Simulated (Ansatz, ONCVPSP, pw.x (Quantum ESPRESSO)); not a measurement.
What a changed setting does to a pw.x run (fcc Nb)

Potential: optimised norm-conserving Vanderbilt (ONCV), ONCVPSP 4.0.1, PBE; core [Ar] 3d10, reference 4s2 4p6 4d4 5s1; waves: 4s+5s: rc 2.05 bohr, ncon 3, nbas 8, qcut 6 1/bohr, 2 projectors; 4p: rc 1.90 bohr, ncon 4, nbas 7, qcut 6.2 1/bohr, 2 projectors, debl 1.9 Ha; 4d: rc 2.15 bohr, ncon 3, nbas 8, qcut 8.1 1/bohr, 1 projector; local part: polynomial inside 1.60 bohr (lpopt 4, dvloc0 0.5 Ha); core correction: none.

The reference run (k-mesh 13³, cutoffs 50/200 Ry, Fermi–Dirac 0.01 Ry, mixing_beta 0.4, conv_thr 1e-9, no spin) gives 0.74 GPa at 18.774 Å³/atom, where all-electron LAPW gives 0.27 GPa. This run, with its own iteration cap, changes nosym to true.

```
&control
  calculation='scf', prefix='x', pseudo_dir='./', outdir='./tmp', tstress=.true., disk_io='none'
/
&system
  ibrav=0, nat=1, ntyp=1, ecutwfc=50, ecutrho=200, nbnd=14,
  occupations='smearing', smearing='fd', degauss=0.01, nosym=.true.
/
&electrons
  conv_thr=1e-09, mixing_beta=0.4, electron_maxstep=70
/
ATOMIC_SPECIES
Nb 1.0 Nb.UPF
CELL_PARAMETERS angstrom
  0.00000000 2.10948094 2.10948094
  2.10948094 0.00000000 2.10948094
  2.10948094 2.10948094 0.00000000
ATOMIC_POSITIONS crystal
Nb 0.0000 0.0000 0.0000
K_POINTS automatic
13 13 13 0 0 0
```

```bash
pw.x < Nb.scf.in > Nb.scf.out
```

Q: How does the run end?

A: It converges in 8 iterations; the free energy moves by +0.0 meV/atom and the pressure by +0.00 GPa. The result is that of the reference run.

```
lattice parameter (alat)  =       5.6375  a.u.
     unit-cell volume          =     126.6932 (a.u.)^3
     number of electrons       =        13.00
     number of Kohn-Sham states=           14
     kinetic-energy cutoff     =      50.0000  Ry
     charge density cutoff     =     200.0000  Ry
     scf convergence threshold =      1.0E-09
     Exchange-correlation= PBE
     number of k points=  1099  Fermi-Dirac smearing, width (Ry)=  0.0100
     iteration #  1     ecut=    50.00 Ry     beta= 0.40
     total energy              =    -115.07942469 Ry
     estimated scf accuracy    <       0.09837466 Ry
     iteration #  2     ecut=    50.00 Ry     beta= 0.40
     total energy              =    -115.08244490 Ry
     estimated scf accuracy    <       0.01221940 Ry
     iteration #  3     ecut=    50.00 Ry     beta= 0.40
     total energy              =    -115.08387199 Ry
     estimated scf accuracy    <       0.00080094 Ry
     iteration #  4     ecut=    50.00 Ry     beta= 0.40
     total energy              =    -115.08391057 Ry
     estimated scf accuracy    <       0.00002996 Ry
     iteration #  5     ecut=    50.00 Ry     beta= 0.40
     total energy              =    -115.08391817 Ry
     estimated scf accuracy    <       0.00000052 Ry
     iteration #  6     ecut=    50.00 Ry     beta= 0.40
     total energy              =    -115.08391827 Ry
     estimated scf accuracy    <       0.00000002 Ry
     iteration #  7     ecut=    50.00 Ry     beta= 0.40
     total energy              =    -115.08391827 Ry
     estimated scf accuracy    <          6.1E-09 Ry
     iteration #  8     ecut=    50.00 Ry     beta= 0.40
     the Fermi energy is    17.3059 ev
!    total energy              =    -115.08391827 Ry
     estimated scf accuracy    <          4.4E-10 Ry
     smearing contrib. (-TS)   =      -0.00686278 Ry
     The total energy is F=E-TS. E is the sum of the following terms:
     one-electron contribution =     -20.51437806 Ry
     hartree contribution      =      16.31334396 Ry
     xc contribution           =     -13.68894629 Ry
     ewald contribution        =     -97.18707509 Ry
     convergence has been achieved in   8 iterations
          total   stress  (Ry/bohr**3)                   (kbar)     P=        7.43
     Message from routine punch:
     Nothing written, as per user request (disk_io='none')
```

The run took about 72 s on one core of a shared server CPU.
